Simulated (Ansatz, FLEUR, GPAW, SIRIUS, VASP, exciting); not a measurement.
# ZnSe: 8 runs at one level of theory

```
Se Zn
1.0
     0.00000    2.83380    2.83380
     2.83380    0.00000    2.83380
     2.83380    2.83380    0.00000
Se Zn
1 1
Cartesian
  4.2507 4.2507 4.2507
  0.0000 0.0000 0.0000
```

Alike in all runs: task band structure; functional PBE; k mesh 8 × 8 × 8; occupations fermi-dirac, width 0.05 eV; no spin polarisation; no spin-orbit coupling. Pressure is positive in compression and, in plane waves, holds the error of the finite cutoff, which Ansatz's Pulay term estimates and takes out. Gaps are the smaller of the mesh's and the band path's.

```json
{"program and potentials": "SIRIUS, all-electron FP-LAPW (ZORA valence), apw+lo standard", "plane-wave cutoff (eV)": "-", "notes": "-", "band gap (eV)": "1.29", "pressure (GPa)": "-"}
{"program and potentials": "FLEUR, all-electron, FLAPW", "plane-wave cutoff (eV)": "-", "notes": "-", "band gap (eV)": "1.29", "pressure (GPa)": "-"}
{"program and potentials": "GPAW, GPAW PAW data sets (gpaw-data 1.2.1)", "plane-wave cutoff (eV)": "600", "notes": "9 valence electrons an atom on average", "band gap (eV)": "1.30", "pressure (GPa)": "2.09"}
{"program and potentials": "VASP, PBE PAW files Se, Zn, 520 eV", "plane-wave cutoff (eV)": "520", "notes": "9 valence electrons an atom on average", "band gap (eV)": "1.29", "pressure (GPa)": "2.35"}
{"program and potentials": "Ansatz, all-electron LAPW, scalar-relativistic", "plane-wave cutoff (eV)": "-", "notes": "-", "band gap (eV)": "1.29", "pressure (GPa)": "2.12"}
{"program and potentials": "exciting, all-electron LAPW+lo, shipped species files, valence relativity iora*", "plane-wave cutoff (eV)": "-", "notes": "-", "band gap (eV)": "1.29", "pressure (GPa)": "-"}
{"program and potentials": "SIRIUS, all-electron FP-LAPW (Koelling-Harmon valence), apw+lo standard", "plane-wave cutoff (eV)": "-", "notes": "-", "band gap (eV)": "1.29", "pressure (GPa)": "-"}
{"program and potentials": "Ansatz, SPMS NC", "plane-wave cutoff (eV)": "816", "notes": "18 valence electrons an atom on average; Pulay term of +0.15 GPa included", "band gap (eV)": "1.28", "pressure (GPa)": "2.26"}
```

The band gap spans 1.28 (Ansatz, SPMS NC) to 1.30 eV (GPAW, GPAW PAW data sets (gpaw-data 1.2.1)), with all-electron results at 1.29. The pressure spans 2.09 (GPAW, GPAW PAW data sets (gpaw-data 1.2.1)) to 2.35 GPa (VASP, PBE PAW files Se, Zn, 520 eV), with all-electron results at 2.12. Spin-orbit coupling, left out here, moves the band edges of heavy atoms.

The functional is the same throughout but for its coding, so the spread measures potentials, basis and numerics; runs on potential files found faulty are left out.
